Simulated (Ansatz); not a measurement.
TaN, space group P6/mmm: an equation of state with a fit, run with Ansatz's Python interface.

`run_eos.py`
```python
# -*- coding: utf-8 -*-
'''Bulk modulus of TaN from an E(V) curve.'''

import warnings

import ansatz as az
import numpy as np
from pymatgen.analysis.eos import EOS

vectors0 = np.array([
    [5.191, 0.0, 0.0],
    [-2.5955, 4.49553787, 0.0],
    [0.0, 0.0, 2.908],
])
sites = [
    ('Ta', (0.0, 0.0, 0.0)),
    ('Ta', (1 / 3, 2 / 3, 0.5)),
    ('Ta', (2 / 3, 1 / 3, 0.5)),
    ('N', (0.5, 0.0, 0.0)),
    ('N', (0.5, 0.5, 0.0)),
    ('N', (0.0, 0.5, 0.0)),
]


def on_lattice(cell):
    crystal = az.Crystal(lattice=az.Lattice.of(cell))
    for symbol, position in sites:
        crystal = crystal.atom(symbol, position)
    return crystal


def main():
    warnings.simplefilter('ignore', az.DeckWarning)

    # scale the volume, keep shape and fractions
    volumes, energies = [], []
    for scale in np.linspace(0.92, 1.08, 7):
        cell = vectors0 * scale ** (1 / 3)
        job = (
            on_lattice(cell).calculation()
            .functional(az.Functional.PBE)
            .basis(420)
            .occupations('Fermi-Dirac')
            .kpoints(5, 5, 8)
        )
        report = job.run(threads=1, pin='off').report
        volumes.append(abs(np.linalg.det(cell)) / len(sites))
        energies.append(report['free_energy_ev'] / len(sites))
        print(f'V = {volumes[-1]:8.4f} A^3/atom  F = {energies[-1]:.5f} eV/atom')

    for form in ['vinet', 'birch_murnaghan']:
        fit = EOS(eos_name=form).fit(volumes, energies)
        print(f'{form:18s} V0 {fit.v0:8.4f} A^3/atom  B0 {fit.b0_GPa:7.1f} GPa  B1 {fit.b1:5.2f}')


if __name__ == '__main__':
    main()
```

Its results, one of them left out:

| V (Å³/atom) | F less the lowest row shown (meV/atom) |
| --- | --- |
| 10.406 | 153.24 |
| 10.707 | 83.90 |
| 11.009 | 37.12 |
| 11.310 | ? |
| 11.612 | 0.00 |
| 11.914 | 4.92 |
| 12.215 | 22.84 |

What is the missing energy at 11.310 Å³ an atom?

A third-order Birch-Murnaghan fit, E = E0 + (9 V0 B0 / 16) [(t - 1)³ B' + (t - 1)² (6 - 4t)] with t = (V0/V)^(2/3), through the 6 rows shown gives V0 = 11.657 Å³, B0 = 299.6 GPa, B' = 4.28 and E0 = -0.16 meV. At V = 11.310 Å³, t = 1.02034, and the fit interpolates to 10.01 meV. The run gave 9.98 meV, a miss of 0.03 meV.

Reading the output:
- The run is spin-unpolarised.
- Shape and fractional positions are held along the curve, so the bulk modulus is an upper value where they are free to relax.
- For a metal this k-point mesh is coarse: on a finer one energies can move by several to tens of meV an atom and pressures by half a GPa or more, differences at one mesh by less.
- Spin-orbit coupling, which matters for elements this heavy, is left out.
- The structure is a deposited one; some such entries were measured under pressure or heat, so a shift against it needn't be the functional's error alone.
- It ran for 19 s on 1 thread of Arm Neoverse V1, with other jobs on the host, peak memory 0.48 GiB.
